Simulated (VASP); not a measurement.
# Hf (I4/mmm) in VASP: a series of runs

The runs below take Hf through single point, with PBEsol.

All numbers are computed with VASP 6.6.1; they aren't measurements. Logs are shortened: lines on timing, memory, paths and dates and some standing lists are left out, and cuts for length are marked.

### Step 1. The cell of the first run

It takes space group I4/mmm (No. 139, tetragonal). The conventional cell has a = 2.888 Å, b = 2.888 Å, c = 4.440 Å, α = 90.00°, β = 90.00°, γ = 90.00°. Hf (site symmetry 4/mmm) has 12 Hf at 2.89 to 3.02 Å as nearest neighbours.

This isn't the form of Hf at room conditions, which is hcp.

### Step 2. Single point, PBEsol (strain -0.080 along x and y, +0.000 along z, atoms carried along)

INCAR reads:

```
SYSTEM = Hf
PREC = Accurate
ENCUT = 520
EDIFF = 1E-6
ISMEAR = 0
SIGMA = 0.15
LREAL = .FALSE.
LASPH = .TRUE.
NELM = 100
ALGO = Normal
ISIF = 2
LWAVE = .FALSE.
LCHARG = .FALSE.
GGA = PS
NBANDS = 11
```

KPOINTS reads:

```
Automatic mesh
0
G
  18 18 18
  0 0 0
```

POSCAR reads:

```
Hf
1.0
    0.0000000000      2.0424000000      2.2200000000
    2.0424000000      0.0000000000      2.2200000000
    2.0424000000      2.0424000000      0.0000000000
Hf
1
Direct
    0.0000000000      0.0000000000      0.0000000000
```

Potentials or basis: VASP PAW PBE potentials, release 64 (Hf_pv).

Launch:

```console
cat potpaw_PBE.64/Hf_pv/POTCAR > POTCAR
mpirun -np 1 vasp_std > vasp.out
```

OUTCAR:

```text
SYSTEM = Hf
   PREC = Accurate
   ENCUT = 520
   EDIFF = 1E-6
   ISMEAR = 0
   LREAL = .FALSE.
   LASPH = .TRUE.
   NELM = 100
   ISIF = 2
   GGA = PS

 ion  position               nearest neighbor table
   1  0.000  0.000  0.000-

  LATTYP: Found a body centered tetragonal cell.
 ALAT       =     2.8883897798
 C/A-ratio  =     1.5371886548

  Lattice vectors:

 A1 = (  -2.0424000000,   0.0000000000,   2.2200000000)
 A2 = (   2.0424000000,   0.0000000000,   2.2200000000)
 A3 = (   0.0000000000,   2.0424000000,  -2.2200000000)

Analysis of symmetry for initial positions (statically):
=====================================================================
 Subroutine PRICEL returns:
 Original cell was already a primitive cell.

 Routine SETGRP: Setting up the symmetry group for a
 body centered tetragonal supercell.

 Subroutine GETGRP returns: Found 16 space group operations
 (whereof 16 operations were pure point group operations)
 out of a pool of 16 trial point group operations.

The static configuration has the point symmetry D_4h.

Analysis of symmetry for dynamics (positions and initial velocities):
=====================================================================
 Subroutine PRICEL returns:
 Original cell was already a primitive cell.

 Routine SETGRP: Setting up the symmetry group for a
 body centered tetragonal supercell.

 Subroutine GETGRP returns: Found 16 space group operations
 (whereof 16 operations were pure point group operations)
 out of a pool of 16 trial point group operations.

The dynamic configuration has the point symmetry D_4h.

 Subroutine INISYM returns: Found 16 space group operations
 (whereof 16 operations are pure point group operations),
 and found     1 'primitive' translations

----------------------------------------------------------------------------------------

                                     Primitive cell

  volume of cell :      18.5210

  direct lattice vectors                    reciprocal lattice vectors
     0.000000000  2.042400000  2.220000000    -0.244810027  0.244810027  0.225225225
     2.042400000  0.000000000  2.220000000     0.244810027 -0.244810027  0.225225225
     2.042400000  2.042400000  0.000000000     0.244810027  0.244810027 -0.225225225

  length of vectors
     3.016587105  3.016587105  2.888389780     0.413025787  0.413025787  0.413025787

  position of ions in fractional coordinates (direct lattice)
     0.000000000  0.000000000  0.000000000

  ion indices of the primitive-cell ions
   primitive index   ion index
[... 81 lines left out ...]
   POTIM  = 0.5000    time-step for ionic-motion
   TEBEG  =    0.0;   TEEND  =   0.0 temperature during run
   PSTRESS=    0.0 pullay stress
   NELECT =      10.0000    total number of electrons
   NUPDOWN=      -1.0000    fix difference up-down
   EMIN   =  10.00;   EMAX   =-10.00  energy-range for DOS
   EFERMI =   0.00;   METHOD = LEGACY
   ISMEAR =     0;   SIGMA  =   0.15  broadening in eV -4-tet -1-fermi 0-gaus
   EFERMI_NEDOS =   21; number of points for ismear=-14 and -15
   IALGO  =     38    algorithm
   IMIX   =      4    mixing-type and parameters
     AMIX     =   0.40;   BMIX     =  1.00
     AMIX_MAG =   1.60;   BMIX_MAG =  1.00
  volume/ion in A,a.u.               =      18.52       124.99
  Fermi-wavevector in a.u.,A,eV,Ry     =   1.333071  2.519139 24.178621  1.777079
  Thomas-Fermi vector in A             =   2.461957
   LORBIT       =      0    0 simple, 1 ext, 2 COOP (PROOUT), +10 PAW based schemes
   GGA     = PS    functional components
   LHFCALC =     F    Hartree Fock is set to
   AEXX    =    0.0000 exact exchange contribution
   IVDW    =     0    specifies the selected vdW correction
   LEPSILON=     F    determine dielectric tensor
   LRPA    =     F    only Hartree local field effects (RPA)
 non-spin polarized calculation
 Gauss-broadening in eV      SIGMA  =   0.15
  energy-cutoff  :      520.00
  volume of cell :       18.52
 maximum number of plane-waves:       517
   NGX = 11   NGY = 11   NGZ = 11

 number of electron      10.0000002 magnetization

 Free energy of the ion-electron system (eV)
  ---------------------------------------------------
  ext. energy  EPLUGINS =         0.00000000
  ---------------------------------------------------
  free energy    TOTEN  =       -10.25372940 eV

  energy without entropy =      -10.23903613  energy(sigma->0) =      -10.24638277

 E-fermi :   5.9459     XC(G=0): -12.2869

 val. band max:        5.9451109105   @ k =  -0.4444   0.2778   0.1667
 cond. band min:       5.9466817023   @ k =  -0.3333   0.3889   0.2222
 fundamental gap:      0.0015707918
 Fermi energy:         5.9458979613

 k-point     1 :       0.0000    0.0000    0.0000
  band No.  band energies     occupation
      1     -23.3271      2.00000
      2     -23.2961      2.00000
      3     -23.2961      2.00000
      4      -1.8502      2.00000
      5       6.6587      0.00000
      6       7.8479      0.00000
      7       7.8479      0.00000
      8       9.8970      0.00000
      9      11.8094      0.00000
     10      18.0883      0.00000
     11      19.6319      0.00000
[... 309 lines left out ...]
 k-point    24 :      -0.2222    0.0556    0.0000
  band No.  band energies     occupation
      1     -24.1129      2.00000
      2     -23.4824      2.00000
      3     -23.3313      2.00000
      4       0.4268      2.00000
      5       5.9229      1.17168
      6       7.2688      0.00000
      7       8.5582      0.00000
      8      10.5420      0.00000
      9      11.0576      0.00000
     10      18.5781      0.00000
     11      19.6378      0.00000

 [... further k-points ...]

------------------------ aborting loop because EDIFF is reached ----------------------------------------

  FORCE on cell =-STRESS in cart. coord.  units (eV):
  Direction    XX          YY          ZZ          XY          YZ          ZX
  --------------------------------------------------------------------------------------
  -------------------------------------------------------------------------------------
  Total        2.5551388      2.5551388      2.0545300      0.0000000      0.0000000      0.0000000
  in kB      221.0347234    221.0347234    177.7290777      0.0000000      0.0000000      0.0000000
  external PRESSURE =     206.5995082 kB  Pullay stress =       0.0000000 kB

 VOLUME and BASIS-vectors are now :
 -----------------------------------------------------------------------------
  energy-cutoff  :      520.00
  volume of cell :       18.52
      direct lattice vectors                 reciprocal lattice vectors
     0.000000000  2.042400000  2.220000000    -0.244810027  0.244810027  0.225225225
     2.042400000  0.000000000  2.220000000     0.244810027 -0.244810027  0.225225225
     2.042400000  2.042400000  0.000000000     0.244810027  0.244810027 -0.225225225

 POSITION                                       TOTAL-FORCE (eV/Angst)
 -----------------------------------------------------------------------------------
      0.00000      0.00000      0.00000        -0.000000      0.000000      0.000000
 -----------------------------------------------------------------------------------
    total drift:                               -0.000000      0.000000      0.000000

  FREE ENERGIE OF THE ION-ELECTRON SYSTEM (eV)
  ---------------------------------------------------
  free  energy   TOTEN  =       -10.2537294045 eV

  energy  without entropy=      -10.2390361272  energy(sigma->0) =      -10.24638277
```

OSZICAR:

```text
N       E                     dE             d eps       ncg     rms          rms(c)
DAV:   1     0.130360127245E+02    0.13036E+02   -0.57489E+03 10704   0.861E+02
DAV:   2    -0.101207346839E+02   -0.23157E+02   -0.22354E+02 13037   0.159E+02
DAV:   3    -0.105327799919E+02   -0.41205E+00   -0.40895E+00 13182   0.147E+01
DAV:   4    -0.105339142694E+02   -0.11343E-02   -0.11341E-02 11958   0.921E-01
DAV:   5    -0.105339183220E+02   -0.40527E-05   -0.40530E-05 13036   0.497E-02    0.509E+01
DAV:   6    -0.103305865194E+02    0.20333E+00   -0.15874E-01 12552   0.294E+00    0.304E+01
DAV:   7    -0.102569978877E+02    0.73589E-01   -0.25247E-01 12408   0.357E+00    0.138E+00
DAV:   8    -0.102537073989E+02    0.32905E-02   -0.15898E-02 12063   0.918E-01    0.582E-02
DAV:   9    -0.102537294365E+02   -0.22038E-04   -0.19434E-04 12460   0.121E-01    0.417E-02
DAV:  10    -0.102537294045E+02    0.31986E-07   -0.81295E-06 12326   0.221E-02
   1 F= -.10253729E+02 E0= -.10246383E+02  d E =-.146933E-01
```

stdout:

```text
POSCAR found type information on POSCAR Hf
 POSCAR found :  1 types and       1 ions
 scaLAPACK will be used
 -----------------------------------------------------------------------------
|                                                                             |
|                                                                             |
|     You enforced a specific xc type in the INCAR file but a different       |
|     I HOPE YOU KNOW WHAT YOU ARE DOING!                                     |
|                                                                             |
 -----------------------------------------------------------------------------

 LDA part: xc-table for (Slater+PW92), standard interpolation
 POSCAR, INCAR and KPOINTS ok, starting setup
 FFT: planning ... GRIDC
 FFT: planning ... GRID_SOFT
 FFT: planning ... GRID
 WAVECAR not read
 entering main loop
```

It took 85 s on 1 thread of Intel Xeon Platinum 8375C at 2.90GHz (Ice Lake), shared host; peak memory 0.22 GiB.

What came out:

```yaml
Free_energy: -10.2537 eV
Pressure: 20.7 GPa
Band_gap_on_the_k_mesh: none (metal or under the smearing width)
```

Stress tensor (GPa, compression positive):
```
22.10  0.00  0.00
 0.00 22.10  0.00
 0.00  0.00 17.77
```

Levels at points of the mesh, in eV from the Fermi level:
```
           k point  band 2  band 3  band 4  band 5  band 6  band 7  band 8  band 9
(0.00, 0.00, 0.00)  -29.24  -29.24   -7.80    0.71    1.90    1.90    3.95    5.86
(0.50, 0.00, 0.00)  -29.53  -29.35   -4.21    0.54    1.46    1.80    7.37    8.02
(0.50, 0.50, 0.00)  -29.65  -29.65   -4.19   -2.72    2.82    7.91    8.52    8.52
(0.50, 0.00, 0.50)  -29.99  -29.73   -4.10   -2.92    4.33    7.46    7.75    9.30
```

Caveat: so large a pressure means that the cell lies far from this level's equilibrium, or that cutoff or potentials fall short; the potentials were made for another functional, which shifts forces and pressure.

### Step 3. Single point, PBEsol (strain -0.080 along x and y, -0.080 along z, atoms carried along)

INCAR reads:

```
SYSTEM = Hf
ALGO = Normal
EDIFF = 1E-7
ENCUT = 520
GGA = PS
ISIF = 2
ISMEAR = 0
LASPH = .TRUE.
LCHARG = .FALSE.
LREAL = .FALSE.
LWAVE = .FALSE.
NBANDS = 11
NELM = 100
PREC = Accurate
SIGMA = 0.15
```

KPOINTS reads:

```
k-points
0
G
  18 18 18
  0 0 0
```

POSCAR reads:

```
Hf
1.0
    0.0000000000      2.0424000000      2.0424000000
    2.0424000000      0.0000000000      2.0424000000
    2.0424000000      2.0424000000      0.0000000000
Hf
1
Direct
    0.0000000000      0.0000000000      0.0000000000
```

Potentials or basis: VASP PAW PBE potentials, release 64 (Hf_pv).

Launch:

```console
cat potpaw_PBE.64/Hf_pv/POTCAR > POTCAR
mpirun -np 1 vasp_std > vasp.out
```

Run time: 32 s. Hardware: 1 thread of Intel Xeon Platinum 8375C at 2.90GHz (Ice Lake), shared host; peak memory 0.16 GiB.

Results (log left out):

```
Free energy            : -10.0031 eV
Pressure               : 37.5 GPa
Band gap on the k mesh : none (metal or under the smearing width)
```

Levels at points of the mesh, in eV from the Fermi level:
| k point | band 2 | band 3 | band 4 | band 5 | band 6 | band 7 | band 8 | band 9 |
| --- | --- | --- | --- | --- | --- | --- | --- | --- |
| (0.00, 0.00, 0.00) | -28.99 | -28.99 | -8.07 | 1.39 | 1.39 | 1.39 | 5.30 | 5.30 |
| (0.50, 0.00, 0.00) | -29.24 | -29.24 | -4.55 | 1.04 | 1.04 | 1.90 | 8.37 | 8.37 |
| (0.50, 0.50, 0.00) | -29.68 | -29.68 | -4.64 | -3.36 | 4.50 | 8.41 | 9.32 | 9.32 |

Caveat: so large a pressure means that the cell lies far from this level's equilibrium, or that cutoff or potentials fall short; the potentials were made for another functional, which shifts forces and pressure. Spin-orbit coupling is left out, which matters for the levels of Hf.
